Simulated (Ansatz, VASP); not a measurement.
**Ag: VASP beside Ansatz**

Contents of INCAR:

```
SYSTEM = Ag
  ALGO = Normal
  EDIFF = 1E-6
  EDIFFG = -0.005
  ENCUT = 600
  GGA = PE
  IBRION = 2
  ISIF = 3
  ISMEAR = 0
  LASPH = .TRUE.
  LCHARG = .FALSE.
  LREAL = .FALSE.
  LWAVE = .FALSE.
  NELM = 80
  NSW = 100
  PREC = Accurate
  SIGMA = 0.1
```

Contents of KPOINTS:

```
k-points
0
G
  18 18 18
  0 0 0
```

Contents of POSCAR:

```
Ag
1.0
    0.0000000000      2.0431000000      2.0431000000
    2.0431000000      0.0000000000      2.0431000000
    2.0431000000      2.0431000000      0.0000000000
Ag
1
Direct
    0.0000000000      0.0000000000      0.0000000000
```

Input for Ansatz:

```yaml
crystal:
  lattice:
    - [0.0, 2.0431, 2.0431]
    - [2.0431, 0.0, 2.0431]
    - [2.0431, 2.0431, 0.0]
  atoms:
    - { symbol: Ag, position: [0.0, 0.0, 0.0] }
basis:
  ecutwfc: 420
kpoints:
  mp_grid: { grid: [18, 18, 18] }
hamiltonian:
  xc: pbe
scf:
  occupations: { method: gaussian, width: 0.1 }
output:
  forces: true
  stress: true
  eigenvalues: true
  write_density: true
  write_potential: true
  elf: true
  volumetric_format: npy
relax:
  adjacent_minimum: "off"
  f_tol: 0.005
  max_steps: 80
  cell: { stress_tol: 0.05 }
```

Alike in both runs: task relaxation of cell and atoms; functional PBE; k mesh 18 × 18 × 18; occupations gaussian, width 0.1 eV; no spin polarisation.

|  | VASP | Ansatz |
| --- | --- | --- |
| version | VASP 6.6.1 | Ansatz 0.2.0 |
| potentials or method | VASP PAW PBE potentials, release 64 (Ag) | scalar-relativistic, plane waves, PAW |
| plane-wave cutoff (eV) | 600 | 420 |
| valence electrons in the cell | 11 | 19 |

```csv
,VASP,Ansatz,Ansatz less VASP
"gap on the k mesh at the Fermi level, each at its own relaxed structure (eV)",none,none,-
relaxed volume (Å³/atom),17.80,17.83,+0.029
relaxed cell length with the largest relative difference (Å),2.931,2.933,+0.0016
energy change over the relaxation (meV/atom),-10,-11,-0.9
```

A gap of «none» marks a metal or a gap that the smearing closes. The two sets of potentials don't hold the same shells in valence.

PBE usually gives volumes a little too large and moduli too small. Zero-point motion and thermal expansion aren't in these numbers.
